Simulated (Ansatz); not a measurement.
# ScAl3 (Pm-3m) in Ansatz: convergence with k mesh

Aim: find how far k mesh must go before the results for ScAl3 settle, at r2SCAN. This setting moves, with any that are tied to it; all else stays.

Program: Ansatz 0.2.0. These are calculated values, not measurements. Logs are shortened: lines on timing, memory, paths and dates and some standing lists are left out, and cuts for length are marked.

## Step 1: The crystal as given

The structure is cubic, space group Pm-3m (No. 221). The conventional cell has a = 4.088 Å, b = 4.088 Å, c = 4.088 Å, α = 90.00°, β = 90.00°, γ = 90.00°. Sc (site symmetry m-3m) has 12 Al at 2.89 Å as nearest neighbours. Around Al (site symmetry 4/mmm) lie 4 Sc at 2.89 Å and 8 Al at 2.89 Å.

The cell is a database's computed one.

## Step 2: With k mesh 2 × 2 × 2

input.yaml

```yaml
crystal:
  lattice:
    - [4.08780657, 0.0, 0.0]
    - [0.0, 4.08780657, 0.0]
    - [0.0, 0.0, 4.08780657]
  atoms:
    - { symbol: Sc, position: [0.0, 0.0, 0.0] }
    - { symbol: Al, position: [0.5, 0.5, 0.0] }
    - { symbol: Al, position: [0.0, 0.5, 0.5] }
    - { symbol: Al, position: [0.5, 0.0, 0.5] }
hamiltonian:
  xc: r2scan
  pseudopotentials: { kind: paw }
kpoints:
  mp_grid: { grid: [2, 2, 2] }
scf:
  occupations: { method: fermi_dirac, width: 0.05 }
output:
  forces: true
  stress: true
  eigenvalues: true
```

Potentials or basis: Ansatz PAW.

The run is started by

```bash
> ansatz run input.yaml --threads 2 --pin off --max-ram 5632MiB --backend cpu --events-out ev --progress --plain --runs-dir out
```

It took 0.88 s on 2 threads of Arm Neoverse V2, shared host; peak memory 0.39 GiB.

Results:

```yaml
Free_energy: -3762.2650 eV
Pressure: 0.0 GPa
Band_gap_on_the_k_mesh: none (metal or under the smearing width)
```

## Step 3: With k mesh 3 × 3 × 3

Changes to input.yaml since step 2:

```diff
@@ -14,3 +14,3 @@
 kpoints:
-  mp_grid: { grid: [2, 2, 2] }
+  mp_grid: { grid: [3, 3, 3] }
 scf:
```

Potentials or basis: Ansatz PAW.

The run is started by

```bash
> ansatz run input.yaml --threads 2 --pin off --max-ram 5632MiB --backend cpu --events-out ev --progress --plain --runs-dir out
```

Wall time 0.89 s (2 threads of Arm Neoverse V2, shared host); peak memory 0.39 GiB.

What came out:

```yaml
Free_energy: -3763.6043 eV
Pressure: 0.0 GPa
Band_gap_on_the_k_mesh: none (metal or under the smearing width)
```

## Step 4: With k mesh 4 × 4 × 4

Changes to input.yaml since step 3:

```diff
@@ -14,3 +14,3 @@
 kpoints:
-  mp_grid: { grid: [3, 3, 3] }
+  mp_grid: { grid: [4, 4, 4] }
 scf:
```

The run is started by

```bash
> ansatz run input.yaml --threads 2 --pin off --max-ram 5632MiB --backend cpu --events-out ev --progress --plain --runs-dir out
```

Run time: 1.2 s. Hardware: 2 threads of Arm Neoverse V2, shared host; peak memory 0.4 GiB.

What came out:

| Item | Value |
| --- | --- |
| Free energy | -3763.6495 eV |
| Pressure | -0.1 GPa |
| Band gap on the k mesh | none (metal or under the smearing width) |

## Step 5: With k mesh 5 × 5 × 5

Changes to input.yaml since step 4:

```diff
@@ -14,3 +14,3 @@
 kpoints:
-  mp_grid: { grid: [4, 4, 4] }
+  mp_grid: { grid: [5, 5, 5] }
 scf:
```

The run is started by

```bash
> ansatz run input.yaml --threads 2 --pin off --max-ram 5632MiB --backend cpu --events-out ev --progress --plain --runs-dir out
```

Wall time 1.1 s (2 threads of Arm Neoverse V2, shared host); peak memory 0.4 GiB.

What came out:

```
Free energy            : -3763.7882 eV
Pressure               : -0.2 GPa
Band gap on the k mesh : none (metal or under the smearing width)
```

## Step 6: With k mesh 6 × 6 × 6

Changes to input.yaml since step 5:

```diff
@@ -14,3 +14,3 @@
 kpoints:
-  mp_grid: { grid: [5, 5, 5] }
+  mp_grid: { grid: [6, 6, 6] }
 scf:
```

Potentials or basis: Ansatz PAW.

The run is started by

```bash
> ansatz run input.yaml --threads 2 --pin off --max-ram 5632MiB --backend cpu --events-out ev --progress --plain --runs-dir out
```

Wall time 1.6 s (2 threads of Arm Neoverse V2, shared host); peak memory 0.43 GiB.

The run converged. Its results:

```yaml
Free_energy: -3763.7604 eV
Pressure: -0.2 GPa
Band_gap_on_the_k_mesh: none (metal or under the smearing width)
```

## Step 7: With k mesh 7 × 7 × 7

Changes to input.yaml since step 6:

```diff
@@ -14,3 +14,3 @@
 kpoints:
-  mp_grid: { grid: [6, 6, 6] }
+  mp_grid: { grid: [7, 7, 7] }
 scf:
```

The run is started by

```bash
> ansatz run input.yaml --threads 2 --pin off --max-ram 5632MiB --backend cpu --events-out ev --progress --plain --runs-dir out
```

Wall time 1.6 s (2 threads of Arm Neoverse V2, shared host); peak memory 0.43 GiB.

Results (log left out):

| Item | Value |
| --- | --- |
| Free energy | -3763.7754 eV |
| Pressure | -0.2 GPa |
| Band gap on the k mesh | none (metal or under the smearing width) |

## Step 8: With k mesh 9 × 9 × 9

Changes to input.yaml since step 7:

```diff
@@ -14,3 +14,3 @@
 kpoints:
-  mp_grid: { grid: [7, 7, 7] }
+  mp_grid: { grid: [9, 9, 9] }
 scf:
```

The run is started by

```bash
> ansatz run input.yaml --threads 2 --pin off --max-ram 5632MiB --backend cpu --events-out ev --progress --plain --runs-dir out
```

It took 2.4 s on 2 threads of Arm Neoverse V2, shared host; peak memory 0.45 GiB.

The run converged. Its results:

```yaml
Free_energy: -3763.7661 eV
Pressure: -0.1 GPa
Band_gap_on_the_k_mesh: none (metal or under the smearing width)
```

## Step 9: With k mesh 11 × 11 × 11

Changes to input.yaml since step 8:

```diff
@@ -14,3 +14,3 @@
 kpoints:
-  mp_grid: { grid: [9, 9, 9] }
+  mp_grid: { grid: [11, 11, 11] }
 scf:
```

Potentials or basis: Ansatz PAW.

The run is started by

```bash
> ansatz run input.yaml --threads 2 --pin off --max-ram 5632MiB --backend cpu --events-out ev --progress --plain --runs-dir out
```

The program printed:

```text
Warning: RAYON_NUM_THREADS=2 ignored (pool sized by the plan → 2); use --threads N
Engine: ansatz 0.2.0, aarch64-unknown-linux-gnu
Pseudopotentials: kind: paw
Pseudopotential: Sc, paw, valence charge 11, recommended cutoff 500 eV (meta_gga), Sc.paw.azcp
Pseudopotential: Al, paw, valence charge 3, recommended cutoff 500 eV (meta_gga), Al.paw.azcp
Functional definition: r2SCAN
  parameter k0 = 0.174
  parameter k1 = 0.065
  parameter a1 = 4.9479
  exchange = r2scan_x(k0 = k0, k1 = k1, a1 = a1)
  correlation = r2scan_c
Crystal: 4 atoms, lattice volume = 68.308 Å³
Basis set: ecut = 500 eV, 1743 PW (Γ), exchange–correlation on 120×120×120 points (64 copies of the dense FFT grid, shifted against one another)
Bands: 14, of which v1, the nominal top of the filled ones, is band 10 counted from 1 (9 counted from 0)
Symmetry: 48 space group operations
Space group: Pm-3m (ITA 221), of the structure as read, at distance tolerance 4.1e-5 Å
k-points: 56 of 1331
Non-local potential: Sc, projectors of the file, l = 0: 3, l = 1: 2, l = 2: 3, l = 3: 1
Non-local potential: Al, projectors of the file, l = 0: 2, l = 1: 2, l = 2: 1
PAW form: soft (Blöchl's): semilocal exchange-correlation on the pseudo side does not see the compensation charge
PAW frozen core: Sc, regenerated for the run's functional (the file was generated under x = pbe(κ = 0.804, μ = 0.2195149727645171), c = pbe(β = 0.06672455060314922))
PAW frozen core: Al, regenerated for the run's functional (the file was generated under x = pbe(κ = 0.804, μ = 0.2195149727645171), c = pbe(β = 0.06672455060314922))
PAW one-centre angular grid: Sc, 590 points (default); XC on 160 Gauss nodes
PAW one-centre angular grid: Al, 302 points (default); XC on 160 Gauss nodes
Initial density: superposition of atomic densities (neutral atoms: chi_scale 0, normalization atom), corrected by the library's trained network
Initial wavefunctions: pseudopotential atomic-orbital guess
Functional: x = r2scan, c = r2scan; τ floored in thin density (d = 2e-4 eV/Å³)
SCF iter   1: F=—  HF=-3763.707175 eV  |F-HF|=—  |Δ(HF+E_count)|=         —  Δρ=6.19e-3  dr2=2.32e-2  dr2_τ=2.20e-2  ethr=1.77e-3  ⟨swp⟩=5.7  Hψ=4759  notcnv=0
preconditioner: auto → Kerker (q_TF=auto, 2.223 Å⁻¹)  [metal: Δε(μ)=0.100 eV  Ē_g=6.020 eV  σ=0.050 eV  W_gap=0.42  n_scr=18 (ndim 8)  ℏωp=15.6 eV  f_vac=0.000  D(μ)=1.01/eV (n_scr^D=6)]
SCF iter   2: F=—  HF=-3763.775421 eV  |F-HF|=—  |Δ(HF+E_count)|=   6.82e-2  Δρ=3.11e-3  dr2=7.21e-3  dr2_τ=1.96e-4  ethr=1.16e-4  ⟨swp⟩=2.0  Hψ=1965  notcnv=0
SCF iter   3: F=—  HF=-3763.774255 eV  |F-HF|=—  |Δ(HF+E_count)|=   1.17e-3  Δρ=9.95e-4  dr2=9.55e-4  dr2_τ=2.83e-5  ethr=3.60e-5  ⟨swp⟩=3.0  Hψ=1466  notcnv=0
SCF iter   4: F=—  HF=-3763.774070 eV  |F-HF|=—  |Δ(HF+E_count)|=   1.85e-4  Δρ=1.68e-4  dr2=2.48e-5  dr2_τ=4.26e-7  ethr=4.78e-6  ⟨swp⟩=2.6  Hψ=1329  notcnv=0
SCF iter   5: F=—  HF=-3763.774071 eV  |F-HF|=—  |Δ(HF+E_count)|=   8.13e-7  Δρ=2.79e-5  dr2=5.35e-7  dr2_τ=2.57e-8  ethr=1.24e-7  ⟨swp⟩=2.0  Hψ=1114  notcnv=0
SCF iter   6: F=—  HF=-3763.774072 eV  |F-HF|=—  |Δ(HF+E_count)|=   7.79e-7  Δρ=1.02e-5  dr2=1.02e-7  dr2_τ=2.84e-9  ethr=5.00e-10  ⟨swp⟩=5.2  Hψ=3523  notcnv=0
SCF iter   7: F=-3763.774072 eV  HF=-3763.774072 eV  |F-HF|=3.37e-8  |Δ(HF+E_count)|=   1.12e-7  Δρ=3.98e-6  dr2=1.31e-8  dr2_τ=1.41e-10  ethr=5.00e-10  ⟨swp⟩=4.5  Hψ=2783  notcnv=0
SCF 1 converged in 7 iterations: F = -3763.774072 eV  dr2 = 1.31e-8
SCF converged after 7 iterations
Free energy (F): -3763.774072 eV
Harris-Foulkes:  -3763.774072 eV  (|F-HF|=3.37e-8)
Internal energy: -3763.765685 eV  (E = F + TS)
E sigma→0 (E₀):  -3763.769879 eV
Entropy (-TS):   -0.008387 eV (-2.097 meV/atom)
Fermi energy:    9.285319 eV
--- Per-component energies (eV) ---
  E_band       = -138.509704
  E_kinetic    = 333.921032
  E_local      = -1002.179184  (includes V_loc(G=0)·N_el)
  E_nonlocal   = 111.684134
  E_hartree    = 387.731487
  E_xc         = -212.015023
  E_vxc        = -237.067789  (∫ρ·V_xc dr)
  E_paw        = -2384.337684  (= ΣΔE_a)
  E_vpaw       = -133.144943  (= ΣTr[D̂ρ^β])
  E_aug_tail   = 0.000003  (compensation charges beyond the density's cutoff)
  E_vtau       = 12.814737  (kinetic-family band-sum trace: ∫τ·v_τ [+ j·A + Jᵃ·Aᵃ] dr)
  E_ewald      = -998.151633
  E_core_change = -0.418816  (= ΣΔE_core)
  E_smearing   = -0.008387  (= −TS)
  E_closure    = -0.000000  (closes the sum)
  Σ components = -3763.774072   (vs F -3763.774072, Δ=0.00e0)
--- Forces (eV/Å), atoms counted from 1 ---
  atom   1  Sc    -0.00000000     0.00000000     0.00000000
  atom   2  Al    -0.00000000    -0.00000000    -0.00000000
  atom   3  Al     0.00000000     0.00000000    -0.00000000
  atom   4  Al    -0.00000000    -0.00000000     0.00000000
  max |Σ_I F_I| component: 1.23e-30 eV/Å
--- Stress (GPa, compression-positive) ---
       -0.137690       0.000000       0.000000
       -0.000000      -0.137690       0.000000
        0.000000       0.000000      -0.137690
  P = ⅓ Tr σ = -0.1377 GPa (-1.377 kbar)
--- Band table (eV; the first three rows and the last of 56) ---
  k-point 0: bands = ["-41.8259", "-19.5459", "-19.5459", "-19.5459", "-1.3483", "6.5796", "6.5796", "7.2738", "7.2738", "7.2738", "10.6138", "10.7012", "10.7012", "10.7012"]
  k-point 1: bands = ["-41.8258", "-19.5487", "-19.5457", "-19.5457", "-1.2678", "5.7990", "6.6408", "7.2879", "7.2879", "7.8427", "10.6446", "10.6446", "10.7276", "10.9487"]
  k-point 2: bands = ["-41.8255", "-19.5562", "-19.5451", "-19.5451", "-1.0283", "4.6766", "6.8192", "7.3251", "7.3251", "8.4851", "10.5140", "10.5140", "10.8006", "11.7078"]
  k-point 55: bands = ["-41.8221", "-19.5708", "-19.5707", "-19.5707", "3.6200", "4.2854", "4.2854", "4.9747", "6.0886", "6.0886", "6.1348", "10.5554", "12.1804", "12.1804"]
```

Wall time 3.9 s (2 threads of Arm Neoverse V2, shared host); peak memory 0.46 GiB.

What came out:

| Quantity | Value |
| --- | --- |
| Free energy | -3763.7741 eV |
| Pressure | -0.1 GPa |
| Band gap on the k mesh | none (metal or under the smearing width) |

## Step 10: Summary

```csv
k mesh,"energy less the tightest run, at zero smearing (meV/atom)",pressure (GPa),SCF cycles,CPU time (s),peak memory (GiB)
2 × 2 × 2,383.45,0.02,7,1.6,0.39
3 × 3 × 3,43.91,-0.03,7,1.6,0.39
4 × 4 × 4,33.47,-0.13,6,2.1,0.4
5 × 5 × 5,-2.88,-0.23,6,2.1,0.4
6 × 6 × 6,4.23,-0.21,6,3.1,0.43
7 × 7 × 7,0.09,-0.16,6,3.1,0.43
9 × 9 × 9,2.82,-0.10,6,4.6,0.45
11 × 11 × 11,0.00,-0.14,7,7.7,0.46
```

Against the tightest run, the pressure stays within 0.1 GPa from 4 × 4 × 4 on. Not settled before the last step: the energy (to 1 meV/atom). Meshes of other sizes hit other points, so gaps and Fermi surfaces needn't settle smoothly. The tightest run that finished is the yardstick and may itself not be fully converged.

Caveats: the PAW data sets come from PBE, with cores solved anew for the run's functional, which leaves a small shift of forces and pressure.
